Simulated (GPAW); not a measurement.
Crystal: CdSe.

```
Cd Se
1.0
     0.00000    3.07027    3.07027
     3.07027    0.00000    3.07027
     3.07027    3.07027    0.00000
Cd Se
1 1
Direct
  0.00000 0.00000 0.00000
  0.25000 0.25000 0.25000
```

Measurements of this composition are mostly on another form, of space group No. 186.

Base run:

* Program: GPAW 26.7.0
* Functional: revPBE
* Potentials or basis: the program's PAW data sets (release 1.2.1) made for this functional
* Cutoff: 600 eV
* Basis: pw
* k mesh: 8 × 8 × 8
* Occupations: fermi-dirac, width 0.05 eV
* Spin: no spin polarisation

Its results: band gap on the k mesh 0.68 eV, direct; pressure 2.5 GPa.

Problem. The run is repeated on the same cell with these changes: functional from revPBE to RPBE. What comes out?

Solution. Band gap on the k mesh 0.72 eV, direct; pressure 3.0 GPa.

Not every run made on this cell is shown here.
